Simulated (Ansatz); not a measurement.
Crystal: MoS2.

```
CELL_PARAMETERS angstrom
3.16900 0.00000 0.00000
-1.58450 2.74443 0.00000
0.00000 0.00000 12.32400
ATOMIC_POSITIONS crystal
Mo 0.66667 0.33333 0.75000
Mo 0.33333 0.66667 0.25000
S 0.66667 0.33333 0.37700
S 0.33333 0.66667 0.87700
S 0.66667 0.33333 0.12300
S 0.33333 0.66667 0.62300
```

Base run:

- Program: Ansatz 0.2.0
- Functional: revPBE
- Potentials or basis: Ansatz PAW
- Cutoff: 420 eV (not typed: the program's choice for these potentials)
- k mesh: 10 × 10 × 3
- Occupations: fermi-dirac, width 0.05 eV
- Spin: no spin polarisation

Its results: band gap on the k mesh 0.96 eV, indirect (least direct gap 1.87 eV); pressure 3.9 GPa; largest force 0.021 eV/Å.

Task: After a change of settings the same cell gave: band gap on the k mesh 0.88 eV, indirect (least direct gap 1.87 eV); pressure -3.0 GPa; largest force 0.313 eV/Å. Which change was it?
A. functional from revPBE to PBEsol
B. functional from revPBE to LDA
C. functional from revPBE to BLYP
D. functional from revPBE to r2SCAN; cutoff from 420 eV (not typed: the program's choice for these potentials) to 500 eV (not typed: the program's choice for these potentials)

Result: A.

PBEsol binds more tightly than revPBE, so the same cell stands under less pressure.

Caveats: this functional lacks dispersion, which binds the layers, so the pressure and a relaxed spacing across them are unreliable; the PAW data sets come from PBE, with cores solved anew for the run's functional, which leaves a small shift of forces and pressure.

Runs at the PBE level aren't shown here.
